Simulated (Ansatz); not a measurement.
Runs of Ansatz 0.2.0 on WC. It takes space group Fm-3m (No. 225, cubic). Conventional cell: a = 4.385 Å, b = 4.385 Å, c = 4.385 Å, α = 90.00°, β = 90.00°, γ = 90.00°. W (site symmetry m-3m) is surrounded by 6 C at 2.19 Å. Around C (site symmetry m-3m) lie 6 W at 2.19 Å. Measurements of this composition are mostly on another form, of space group No. 187.

```tsv
level	k mesh	cutoff (eV)	mesh quality	V0 of scaled cells (Å³/atom)	B0 (GPa)
LDA	10 × 10 × 10	420	not flagged	10.09	(a)
r2SCAN	10 × 10 × 10	500	not flagged	(c)	382
PBE0	6 × 6 × 6	420	coarse	10.26	(b)
PBEsol	10 × 10 × 10	420	not flagged	10.25	390
```

Alike in all rows: task equation of state; potentials or basis Ansatz PAW; no spin polarisation; cell as given; smearing fermi-dirac 0.05 eV.

Problem. Fill in the values left out.

Solution. (a) 406; (b) 405; (c) 10.39.

Caveats: some runs use coarse meshes; the PAW data sets were made with another functional, which shifts forces and pressure a little (some runs).

Runs at the PBE level aren't shown here.
